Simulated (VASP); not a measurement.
# SiC (Moissanite 6H): NMR shieldings, part 3 of 3

Aim: NMR shielding tensors and field gradients of SiC (Moissanite 6H). The cell has space group P6_3mc. The start is a cell from a database of measured crystal structures.

VASP 6.6.1, plane waves and PAW; the level of theory is named at each step.

So far. Step 2 (Ground state): The cell has a gap of 1.97 eV on this mesh and a pressure of -5.7 GPa, which holds the misfit of the given cell and coordinates with this functional, and any error of cutoff, mesh and data sets. Forces of up to 0.14 eV/Å remain in these settings, with PBE data sets under LDA.

The database entry behind the starting cell differs from later determinations by our own check (an axis about 0.5 % long against later determinations), so it need not match the best structure at ambient conditions.

## 3. Shielding tensors (continued)

Level of this step: chemical shifts by linear response (GIPAW), LDA; plane waves and PAW (Si, C) (VASP).

From OUTCAR (step 3):

```text
 Found     24 irreducible k-points:

   k-points           NKPTS =     24   k-points in BZ     NKDIM =     24   number of bands    NBANDS=     36

   NELECT =      48.0000    total number of electrons

  Total       -5.6490054     -5.6490054     -5.0475217      0.0000000      0.0000000      0.0000000
  in kB      -71.9192335    -71.9192335    -64.2615592      0.0000000      0.0000000      0.0000000
  external PRESSURE =     -69.3666754 kB  Pullay stress =       0.0000000 kB

 POSITION                                       TOTAL-FORCE (eV/Angst)
 -----------------------------------------------------------------------------------
      1.54750      0.89345      6.95241         0.000000      0.000000      0.050096
     -0.00000      1.78690     14.53741        -0.000000      0.000000      0.050096
      1.54750      0.89345     12.01009        -0.000000      0.000000      0.021756
     -0.00000      1.78690      4.42509         0.000000     -0.000000      0.021756
      0.00000      0.00000      9.48125        -0.000000      0.000000      0.049858
      0.00000      0.00000      1.89625        -0.000000      0.000000      0.049858
      1.54750      0.89345      5.05616         0.000000     -0.000000     -0.012522
     -0.00000      1.78690     12.64116        -0.000000      0.000000     -0.012522
      1.54750      0.89345     10.11384        -0.000000      0.000000      0.034593
     -0.00000      1.78690      2.52884         0.000000      0.000000      0.034593
      0.00000      0.00000      7.58500         0.000000     -0.000000     -0.143781
      0.00000      0.00000      0.00000        -0.000000     -0.000000     -0.143781
 -----------------------------------------------------------------------------------
    total drift:                                0.000000      0.000000     -0.000569

 Electric field gradients after diagonalization (V/A^2)
 (convention: |V_zz| > |V_xx| > |V_yy|)
----------------------------------------------------------------------
 ion       V_xx      V_yy      V_zz     asymmetry (V_yy - V_xx)/ V_zz
----------------------------------------------------------------------
   1      -0.785    -0.785     1.570       0.000
   2      -0.785    -0.785     1.570       0.000
   3      -0.652    -0.652     1.304       0.000
   4      -0.652    -0.652     1.304       0.000
   5       0.841     0.840    -1.681       0.000
   6       0.841     0.840    -1.681       0.000
   7      -0.080    -0.079     0.159       0.004
   8      -0.080    -0.079     0.159       0.004
   9      -0.170    -0.169     0.339       0.002
  10      -0.170    -0.169     0.339       0.002
  11      -0.828    -0.828     1.656       0.000
  12      -0.828    -0.828     1.656       0.000
----------------------------------------------------------------------

  ORBITAL MAGNETIC SUSCEPTIBILITY, excluding core contribution
 -------------------------------------------------------------
  Approximate magnetic susceptibility, pGv (10^-6 cm^3/mole)
     1        -68.879069          0.000000          0.000000
     2          0.000000        -68.844553          0.000000
     3          0.000000          0.000000       -105.000787
 -------------------------------------------------------------
  Approximate magnetic susceptibility, vGv (10^-6 cm^3/mole)
     1        -56.675026          0.000000          0.000000
     2          0.000000        -56.646839          0.000000
     3          0.000000          0.000000        -86.413148

  CSA tensor (J. Mason, Solid State Nucl. Magn. Reson. 2, 285 (1993))
  for chemical shielding  (including the isotropic core contribution)

  BDIR labels direction of applied magnetic field (i.e. B0)
  For BDIR==1, B0 along x-axis, etc.
  Induced field listed along cartesian directions for each BDIR
 ------------------------------------------------------------------------------------------
                 EXCLUDING G=0 CONTRIBUTION              INCLUDING G=0 CONTRIBUTION
 ------------------------------------------------------------------------------------------
  ion  BDIR            X           Y           Z                X           Y           Z
          (   iso_shield        span        skew ) (   iso_shield        span        skew )
 ------------------------------------------------------------------------------------------
    1     1     335.5608      0.0000      0.0000         344.8587      0.0000      0.0000
          2       0.0000    335.5607      0.0007           0.0000    344.8548      0.0007
          3       0.0000      0.0014    341.9807           0.0000      0.0014    355.2716
          (     337.7008      6.4200      1.0000 ) (     348.3283     10.4168      0.9992 )

    2     1     335.5608      0.0000      0.0000         344.8587      0.0000      0.0000
          2       0.0000    335.5607     -0.0007           0.0000    344.8548     -0.0007
          3       0.0000     -0.0014    341.9807           0.0000     -0.0014    355.2716
          (     337.7008      6.4200      1.0000 ) (     348.3283     10.4168      0.9992 )

    3     1     324.4680      0.0000      0.0000         333.7658      0.0000      0.0000
          2       0.0000    324.4687     -0.0007           0.0000    333.7627     -0.0007
          3       0.0000      0.0022    329.1414           0.0000      0.0022    342.4323
          (     326.0260      4.6735      0.9997 ) (     336.6536      8.6695      0.9993 )

    4     1     324.4680      0.0000      0.0000         333.7658      0.0000      0.0000
          2       0.0000    324.4687      0.0007           0.0000    333.7627      0.0007
          3       0.0000     -0.0022    329.1414           0.0000     -0.0022    342.4323
          (     326.0260      4.6735      0.9997 ) (     336.6536      8.6695      0.9993 )

    5     1     336.9704      0.0000      0.0000         346.2683      0.0000      0.0000
          2       0.0000    336.9705     -0.0033           0.0000    346.2645     -0.0033
          3       0.0000      0.0033    323.5115           0.0000      0.0033    336.8024
          (     332.4841     13.4589     -1.0000 ) (     343.1117      9.4659     -0.9992 )

    6     1     336.9704      0.0000      0.0000         346.2683      0.0000      0.0000
          2       0.0000    336.9705      0.0033           0.0000    346.2645      0.0033
          3       0.0000     -0.0033    323.5115           0.0000     -0.0033    336.8024
          (     332.4841     13.4589     -1.0000 ) (     343.1117      9.4659     -0.9992 )

    7     1     136.7704      0.0000      0.0000         146.0683      0.0000      0.0000
          2       0.0000    136.7717     -0.0002           0.0000    146.0657     -0.0002
          3       0.0000      0.0020    132.7374           0.0000      0.0020    146.0283
          (     135.4265      4.0343     -0.9994 ) (     146.0541      0.0400     -0.8754 )

    8     1     136.7704      0.0000      0.0000         146.0683      0.0000      0.0000
          2       0.0000    136.7717      0.0002           0.0000    146.0657      0.0002
          3       0.0000     -0.0020    132.7374           0.0000     -0.0020    146.0283
          (     135.4265      4.0343     -0.9994 ) (     146.0541      0.0400     -0.8754 )

    9     1     145.1166      0.0000      0.0000         154.4144      0.0000      0.0000
          2       0.0000    145.1177      0.0013           0.0000    154.4117      0.0013
          3       0.0000     -0.0015    134.0310           0.0000     -0.0015    147.3219
          (     141.4218     11.0867     -0.9998 ) (     152.0493      7.0926     -0.9992 )

   10     1     145.1166      0.0000      0.0000         154.4144      0.0000      0.0000
          2       0.0000    145.1177     -0.0013           0.0000    154.4117     -0.0013
          3       0.0000      0.0015    134.0310           0.0000      0.0015    147.3219
          (     141.4218     11.0867     -0.9998 ) (     152.0493      7.0926     -0.9992 )

   11     1     126.4459      0.0000      0.0000         135.7438      0.0000      0.0000
          2       0.0000    126.4460     -0.0006           0.0000    135.7401     -0.0006
          3       0.0000      0.0013    140.1768           0.0000      0.0013    153.4676
          (     131.0229     13.7308      1.0000 ) (     141.6505     17.7276      0.9996 )

   12     1     126.4459      0.0000      0.0000         135.7438      0.0000      0.0000
          2       0.0000    126.4460      0.0006           0.0000    135.7401      0.0006
          3       0.0000     -0.0013    140.1768           0.0000     -0.0013    153.4676
          (     131.0229     13.7308      1.0000 ) (     141.6505     17.7276      0.9996 )
 ------------------------------------------------------------------------------------------

[... 7 parts as in an earlier step ...]

[... 2 further parts left out ...]
```

The atoms bear forces, and field gradients depend strongly on their positions.

Numbers from this step:

```yaml
free_energy_toten: -99.7874 eV
fermi_energy: 8.075 eV
pressure: -6.937 GPa
gap_on_the_k_mesh: 2.048 eV
least_direct_gap_on_the_k_mesh: 3.111 eV
```

Valence and core; the G = 0 term is that of a spherical sample. NMR shielding, by row:

```
atom  isotropic shielding (ppm)  span (ppm)     skew  isotropic shielding without the G = 0 term (ppm)
 Si1                      348.3       10.42   0.9992                                             337.7
 Si2                      348.3       10.42   0.9992                                             337.7
 Si3                      336.7       8.669   0.9993                                               326
 Si4                      336.7       8.669   0.9993                                               326
 Si5                      343.1       9.466  -0.9992                                             332.5
 Si6                      343.1       9.466  -0.9992                                             332.5
  C7                      146.1        0.04  -0.8754                                             135.4
  C8                      146.1        0.04  -0.8754                                             135.4
  C9                        152       7.093  -0.9992                                             141.4
 C10                        152       7.093  -0.9992                                             141.4
 C11                      141.7       17.73   0.9996                                               131
 C12                      141.7       17.73   0.9996                                               131
```

Ordered as |Vzz| ≥ |Vxx| ≥ |Vyy|, the program's way. Electric field gradients, by row:

```
atom  Vxx (V/Å²)  Vyy (V/Å²)  Vzz (V/Å²)  asymmetry
 Si1      -0.785      -0.785        1.57          0
 Si2      -0.785      -0.785        1.57          0
 Si3      -0.652      -0.652       1.304          0
 Si4      -0.652      -0.652       1.304          0
 Si5       0.841        0.84      -1.681          0
 Si6       0.841        0.84      -1.681          0
  C7       -0.08      -0.079       0.159      0.004
  C8       -0.08      -0.079       0.159      0.004
  C9       -0.17      -0.169       0.339      0.002
 C10       -0.17      -0.169       0.339      0.002
 C11      -0.828      -0.828       1.656          0
 C12      -0.828      -0.828       1.656          0
```

## 4. Cell strained

A strained cell shows how shieldings follow the geometry.

INCAR

```
SYSTEM = SiC
PREC = Accurate
ENCUT = 520
EDIFF = 1E-08
NELM = 100
ISMEAR = 0
SIGMA = 0.01
LREAL = Auto
ALGO = Normal
GGA = CA
NBANDS = 36
LWAVE = .FALSE.
LCHARG = .FALSE.
KPAR = 4
LCHIMAG = .TRUE.
LEFG = .TRUE.
DQ = 0.001
ICHIBARE = 1
LNMR_SYM_RED = .TRUE.
```

POSCAR

```
SiC
1.0
    3.1173480000      0.0068240000      0.0167550000
   -1.5527640000      2.6230130000      0.0067080000
    0.0821240000      0.0853790000     15.3714770000
Si C
6 6
Direct
    0.6666666667      0.3333333333      0.4583000000
    0.3333333333      0.6666666667      0.9583000000
    0.6666666667      0.3333333333      0.7917000000
    0.3333333333      0.6666666667      0.2917000000
    0.0000000000      0.0000000000      0.6250000000
    0.0000000000      0.0000000000      0.1250000000
    0.6666666667      0.3333333333      0.3333000000
    0.3333333333      0.6666666667      0.8333000000
    0.6666666667      0.3333333333      0.6667000000
    0.3333333333      0.6666666667      0.1667000000
    0.0000000000      0.0000000000      0.5000000000
    0.0000000000      0.0000000000      0.0000000000
```

KPOINTS

```
Automatic mesh
0
Gamma
9 9 2
0 0 0
```

PAW data sets: Si and C (LDA family, release 64).

Command:

```bash
$ mpirun -np 4 vasp_std
```

The log of the run:

```text
[... set-up lines as in an earlier step ...]
 entering main loop
       N       E                     dE             d eps       ncg     rms          rms(c)
DAV:   1     0.111074504544E+03    0.11107E+03   -0.21720E+04  5904   0.120E+03
DAV:   2    -0.997685024809E+02   -0.21084E+03   -0.19688E+03  7620   0.206E+02
DAV:   3    -0.111461001352E+03   -0.11692E+02   -0.11606E+02  7752   0.462E+01
DAV:   4    -0.111649024112E+03   -0.18802E+00   -0.18757E+00  7568   0.685E+00
[...]
DAV:  13    -0.996574021076E+02    0.10855E-05   -0.47385E-06  7344   0.855E-03    0.280E-03
DAV:  14    -0.996574020911E+02    0.16498E-07   -0.33348E-07  7376   0.306E-03    0.107E-03
DAV:  15    -0.996574020935E+02   -0.23301E-08   -0.38109E-08  6704   0.953E-04
ion   1
     0.0000000     0.0903505     0.3587963    -0.5320351     0.0439237    -0.1556121
     0.0000353     0.0903505     0.3587963    -0.5320351     0.0439237    -0.1556121
     0.0000487     0.0903505     0.3587963    -0.5320351     0.0439237    -0.1556121
     0.0000670     0.0903505     0.3587963    -0.5320351     0.0439237    -0.1556121
     0.0000923     0.0903505     0.3587963    -0.5320351     0.0439237    -0.1556121

     0.0000000     0.9246946     3.9165695    -6.3760534     0.4086748    -2.0672247
     0.0000353     0.9246931     3.9165630    -6.3760427     0.4086741    -2.0672212
     0.0000487     0.9246921     3.9165590    -6.3760360     0.4086737    -2.0672190
     0.0000670     0.9246906     3.9165522    -6.3760249     0.4086730    -2.0672153
     0.0000923     0.9246880     3.9165411    -6.3760066     0.4086719    -2.0672093

ion   2
     0.0000000    -0.1848966    -0.3857907    -0.5401655    -0.0692523    -0.4568633
     0.0000353    -0.1848966    -0.3857907    -0.5401655    -0.0692523    -0.4568633
     0.0000487    -0.1848966    -0.3857907    -0.5401655    -0.0692523    -0.4568633
     0.0000670    -0.1848966    -0.3857907    -0.5401655    -0.0692523    -0.4568633
     0.0000923    -0.1848966    -0.3857907    -0.5401655    -0.0692523    -0.4568633

     0.0000000    -2.0953491    -4.3557174    -6.4574698    -0.8362198    -5.3791461
     0.0000353    -2.0953455    -4.3557101    -6.4574589    -0.8362184    -5.3791371
     0.0000487    -2.0953434    -4.3557056    -6.4574522    -0.8362176    -5.3791315
     0.0000670    -2.0953397    -4.3556980    -6.4574410    -0.8362161    -5.3791221
     0.0000923    -2.0953338    -4.3556856    -6.4574224    -0.8362137    -5.3791067

ion   3
     0.0000000    -0.1892018    -0.3916407    -0.5209499    -0.0761180    -0.4646018
     0.0000353    -0.1892018    -0.3916407    -0.5209499    -0.0761180    -0.4646018
     0.0000487    -0.1892018    -0.3916407    -0.5209499    -0.0761180    -0.4646018
     0.0000670    -0.1892018    -0.3916407    -0.5209499    -0.0761180    -0.4646018
     0.0000923    -0.1892018    -0.3916407    -0.5209499    -0.0761180    -0.4646018

[...]
RMM:  10    -0.172987731699E+03   -0.13379E-07   -0.24617E-08  6914   0.280E-04
RMM:  11    -0.172987731700E+03   -0.11808E-08   -0.20036E-09  6223   0.179E-04
BDIR= 2  IDIR= 3  IQ=  1
DAV:   1     0.199733642911E+03    0.19973E+03   -0.24122E-02  6992   0.707E-01
DAV:   2     0.199733452636E+03   -0.19028E-03   -0.19028E-03  7364   0.189E-01
DAV:   3     0.199733450358E+03   -0.22775E-05   -0.22775E-05  7960   0.224E-02
DAV:   4     0.199733450333E+03   -0.25265E-07   -0.25270E-07  7476   0.238E-03
DAV:   5     0.199733450333E+03   -0.55064E-09   -0.56766E-09  5652   0.342E-04
       N       E                     dE             d eps       ncg     rms
RMM:   1    -0.164656521328E+03   -0.16466E+03   -0.44622E+02 11508   0.476E+01
RMM:   2    -0.172631304748E+03   -0.79748E+01   -0.76270E+00 11654   0.867E+00
RMM:   3    -0.172962072245E+03   -0.33077E+00   -0.52731E-01 11808   0.151E+00
RMM:   4    -0.172984550683E+03   -0.22478E-01   -0.36792E-02 11833   0.379E-01
[...]
RMM:   9    -0.172986762592E+03   -0.14400E-06   -0.27214E-07  7876   0.685E-04
RMM:  10    -0.172986762606E+03   -0.13367E-07   -0.24515E-08  6926   0.281E-04
RMM:  11    -0.172986762607E+03   -0.12204E-08   -0.21032E-09  6225   0.179E-04
       N       E                     dE             d eps       ncg     rms
RLQ:   1    -0.298239981120E+00   -0.29824E+00   -0.51192E-01  7909   0.294E+00
RLQ:   2    -0.322690025667E+00   -0.24450E-01   -0.64733E-02 11443   0.702E-01
RLQ:   3    -0.324416151532E+00   -0.17261E-02   -0.22086E-03 11731   0.107E-01
RLQ:   4    -0.324511182851E+00   -0.95031E-04   -0.20330E-04 11835   0.220E-02
RLQ:   5    -0.324518666798E+00   -0.74839E-05   -0.12591E-05 11011   0.558E-03
RLQ:   6    -0.324519304514E+00   -0.63772E-06   -0.14424E-06  8937   0.154E-03
RLQ:   7    -0.324519359602E+00   -0.55088E-07   -0.10234E-07  7880   0.480E-04
RLQ:   8    -0.324519364046E+00   -0.44436E-08   -0.81866E-09  6760   0.214E-04
BDIR= 3  IDIR= 1  IQ= -1
DAV:   1     0.199672091151E+03    0.19967E+03   -0.25952E-02  7164   0.698E-01
DAV:   2     0.199671900388E+03   -0.19076E-03   -0.19076E-03  7232   0.191E-01
DAV:   3     0.199671897856E+03   -0.25314E-05   -0.25314E-05  8008   0.224E-02
DAV:   4     0.199671897831E+03   -0.25555E-07   -0.25542E-07  7248   0.249E-03
DAV:   5     0.199671897830E+03   -0.60351E-09   -0.57771E-09  5712   0.353E-04
       N       E                     dE             d eps       ncg     rms
RMM:   1    -0.165190447367E+03   -0.16519E+03   -0.44297E+02 11544   0.475E+01
RMM:   2    -0.172659616711E+03   -0.74692E+01   -0.73803E+00 11770   0.848E+00
RMM:   3    -0.172983642610E+03   -0.32403E+00   -0.55811E-01 11846   0.149E+00
RMM:   4    -0.173005793705E+03   -0.22151E-01   -0.36334E-02 11850   0.370E-01
[...]
RMM:   9    -0.173007918540E+03   -0.12267E-06   -0.23428E-07  7822   0.648E-04
RMM:  10    -0.173007918552E+03   -0.11716E-07   -0.21097E-08  6859   0.271E-04
RMM:  11    -0.173007918553E+03   -0.10984E-08   -0.18825E-09  6217   0.177E-04
BDIR= 3  IDIR= 1  IQ=  0
DAV:   1     0.199734092427E+03    0.19973E+03   -0.13609E-09  4116   0.200E-04
DAV:   2     0.199734092427E+03   -0.45219E-10   -0.28566E-10  4048   0.863E-05
       N       E                     dE             d eps       ncg     rms
RMM:   1    -0.165312573553E+03   -0.16531E+03   -0.44348E+02 11546   0.475E+01
RMM:   2    -0.172784812782E+03   -0.74722E+01   -0.73777E+00 11767   0.848E+00
RMM:   3    -0.173108610403E+03   -0.32380E+00   -0.55865E-01 11847   0.149E+00
```

Run time: 57 min. Hardware: 4 MPI ranks of AMD EPYC 7R43, shared host.

The run was cut off at its time limit.

More ranks or a longer limit would be the way on.

## 5. What came out

| Property | Result |
| --- | --- |
| Si, isotropic shielding | 336.7, 343.1, 348.3 ppm |
| C, isotropic shielding | 141.7, 146.1, 152 ppm |

At LDA the isotropic shieldings are Si 336.7, 343.1, 348.3 ppm; C 141.7, 146.1, 152 ppm. The widest tensor is that of C11, with a span (largest less smallest principal value) of 17.7 ppm. The largest field gradient is Vzz = -1.68 V/Å² at Si5. Shifts were not obtained, since a shift is the shielding of a reference compound, computed alike, less these values; differences between sites of one element need no reference, and the more shielded site has the lower shift. The G = 0 term is the part set by the sample's shape, taken here for a sphere. No finer mesh was run, so convergence in it isn't shown. The run «cell strained» ended without a result (time limit). The cell has space group P6_3mc. The given cell is kept, although it stands at -6.9 GPa at LDA and ENCUT = 520 eV, which holds the mismatch of the given cell with this functional, any error of the entry itself and any basis-set error. The atoms weren't relaxed and carry forces of up to 0.14 eV/Å at LDA in the first shielding run, so the numbers belong to the given coordinates, and a relaxation would change them.

[Lines on the potential files, build, host, timing and source positions are cut from VASP's logs without a mark.]

[Logs are printed without paths, hosts, clocks, repeated set-up lines and the standing remarks that a program may print on its own settings, such as how far it seeks lower states.]

[Hosts, paths, dates, database ids (printed as entryN), source tags and the programs' standing remarks are cut or masked in the printed files.]
